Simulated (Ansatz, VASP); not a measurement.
## Mg in VASP and in Ansatz

```
Mg
1.0
    -2.64126    2.64126    2.64126
     2.64126   -2.64126    2.64126
     2.64126    2.64126   -2.64126
Mg
3
Direct
  0.00000 0.50000 0.50000
  0.50000 0.00000 0.50000
  0.50000 0.50000 0.00000
```

Alike in both runs: task single point; functional PBE; k mesh 6 × 6 × 6; occupations gaussian, width 0.1 eV; no spin polarisation.

```csv
,VASP,Ansatz
version,VASP 6.6.1,Ansatz 0.2.0
potentials or method,"VASP PAW PBE potentials, release 64 (Mg)","scalar-relativistic, plane waves, PAW"
plane-wave cutoff (eV),520,420
valence electrons in the cell,6,30
```

```tsv
	VASP	Ansatz	Ansatz less VASP
gap on the k mesh at the Fermi level (eV)	none	none	-
pressure (GPa)	7.7	7.7	-0.01
```

A gap of «none» marks a metal or a gap that the smearing closes. With one functional, cell and mesh, what is left measures potentials, basis and numerics. The two sets of potentials don't hold the same shells in valence.
